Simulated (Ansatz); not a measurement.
**Vibrational response of NaH at 1 GPa**

Method: DFT LDA, scalar-relativistic, plane waves, PAW in Ansatz 0.2.0. Plane waves to 420 eV; Γ-centred k mesh 8×8×8; fixed occupations. No spin polarisation. Phonons by linear response, acoustic sum rule imposed.

The cell, relaxed at 1 GPa:
```
Na H
1.0
     0.00000    2.31849    2.31849
     2.31849    0.00000    2.31849
     2.31849    2.31849    0.00000
Na H
1 1
Direct
  0.00000 0.00000 0.00000
  0.50000 0.50000 0.50000
```

Optical modes at Γ (transverse, no macroscopic field); i marks an imaginary frequency:
| frequency (cm⁻¹) | degeneracy | IR intensity of the level ((D/Å)²/amu) |
| --- | --- | --- |
| 597 | 3 | 62.59 |

All 3 optical modes at Γ are real: no displacement of atoms at fixed cell lowers the energy to second order. Strains and modes at other wave vectors aren't tested by this run.

| Item | Value |
| --- | --- |
| Electronic dielectric constant ε∞ (principal values) | 3.35 |
| Static dielectric constant ε0 (principal values) | 8.4 |
| Refractive index √ε∞, mean | 1.83 |
| Kohn–Sham gap on the mesh | 3.60 eV |
| Cost | 20 s on 1 thread of Arm Neoverse N1 (shared host), peak memory 0.33 GiB |

Born effective charges (e):
| atom | Z*xx | Z*yy | Z*zz | mean |
| --- | --- | --- | --- | --- |
| Na (atom 1) | 0.93 | 0.93 | 0.93 | 0.93 |
| H (atom 2) | -0.93 | -0.93 | -0.93 | -0.93 |